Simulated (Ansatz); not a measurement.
## Non-collinear states of Gd (Fm-3m)

```
Gd
1.0
     5.17164    0.00000    0.00000
     0.00000    5.17164    0.00000
     0.00000    0.00000    5.17164
Gd
4
Cartesian
  0.0000 0.0000 0.0000
  2.5858 2.5858 0.0000
  2.5858 0.0000 2.5858
  0.0000 2.5858 2.5858
```

Geometry: a structure from the Materials Project, repeated to hold the magnetic orders; nothing is relaxed.

Settings: PBE, 6×6×6 k mesh, Fermi–Dirac smearing of 0.05 eV. PAW means Ansatz 0.2.0 on its default frozen-core files; LAPW is all-electron LAPW in Ansatz 0.2.0. Site moments are integrated in spheres about the atoms, whose radii differ between the methods. Start moments of the first PAW run (μB): Gd1 7.3, Gd2 7.3, Gd3 7.3, Gd4 7.3.

The runs use spinors without spin–orbit coupling, and in-plane angles count from x. Energies count from the run that starts parallel.

```tsv
state	ΔF PAW (meV/atom)	ΔF LAPW (meV/atom)	largest moment, PAW (μB)	size of M, PAW (μB/cell)	directions kept
parallel moments on spinors	0.0	0.0	7.32	30.31	yes
four moments towards the corners of a tetrahedron	-28.4	-28.6	7.21	0.00	yes
in-plane start at Gd1 0°, Gd2 90°, Gd3 270°, Gd4 180°	-27.2	–	7.20	0.00	yes
start Gd1↑ Gd2↑ Gd3↑ Gd4↓ on spinors	-21.9	-22.1	7.21	14.83	yes
```

For the state «in-plane start at Gd1 0°, Gd2 90°, Gd3 270°, Gd4 180°», by PAW: Site moments (μB): Gd1 (7.20, 0.00, 0.00); Gd2 (0.00, 7.20, 0.00); Gd3 (0.00, -7.20, 0.00); Gd4 (-7.20, 0.00, 0.00). Cell moment 0.00 μB.

Without U a semilocal functional puts the f levels too near the Fermi level, which can change moments and the order of magnetic states; site and cell moments are spin moments. Spin–orbit coupling is left out although heavy atoms are present. In at least one run the program's final test of stability wasn't made or came to no verdict. With open f shells a run can end in a state that isn't the lowest. The magnetic state is the one that this cell and start allow. It needn't be the compound's measured order, which may need a larger cell or be absent. Left out because it may lie on a higher state: PAW, parallel moments.
